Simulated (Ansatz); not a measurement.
An input for Ansatz 0.2.0 (Gd):

The input input.yaml:

```yaml
crystal:
  lattice:
    - [3.636, 0.0, 0.0]
    - [-1.818, 3.1488683682, 0.0]
    - [0.0, 0.0, 5.7826]
  atoms:
    - { symbol: Gd, position: [0.6666666667, 0.3333333333, 0.75], spin: 7.0 }
    - { symbol: Gd, position: [0.3333333333, 0.6666666667, 0.25], spin: 7.0 }
hamiltonian:
  xc: { exchange: pbe, correlation: pbe, exx: { coeff: 0.25, omega: 0.3 } }
  pseudopotentials: { kind: paw }
magnetization:
  spin_polarized: true
kpoints:
  mp_grid: { grid: [4, 4, 3] }
  band_path:
    path:
      - [[0.0, 0.0, 0.0], [0.5, 0.0, 0.0], [0.3333333333, 0.3333333333, 0.0], [0.0, 0.0, 0.0], [0.0, 0.0, 0.5], [0.5, 0.0, 0.5], [0.3333333333, 0.3333333333, 0.5], [0.0, 0.0, 0.5]]
      - [[0.5, 0.0, 0.5], [0.5, 0.0, 0.0]]
      - [[0.3333333333, 0.3333333333, 0.0], [0.3333333333, 0.3333333333, 0.5]]
    npoints: 4
scf:
  occupations: { method: fermi_dirac, width: 0.05 }
  n_extra_bands: 6
output:
  forces: true
  stress: true
  eigenvalues: true
  fatbands: false
```

Potentials or basis: Ansatz PAW.

The run is started by

```sh
$ ansatz run input.yaml --threads 2 --pin off --max-ram 5632MiB --backend cpu --events-out ev --progress --plain --runs-dir out
```

How does this run end?

The run stopped without a result. It printed:

Output:

```text
Error: inconsistent input (scf.n_extra_bands): n_bands = 24 cannot host the net starting moment |Σ_I m_I| = 14.0000 μB: with N_el = 36 the majority spin channel must hold (N_el + |M|)/2 = 25.0000 electrons at no more than one per band — at least 25 bands (24 bands cap the reachable moment at 2·n_bands − N_el = 12.0000 μB); raise scf.n_extra_bands until at least 25 bands are solved (omitted, it auto-derives to 30) or lower the seeds (crystal.atoms[].spin / magnetization.per_species / magnetization.initial_magnetization)
```
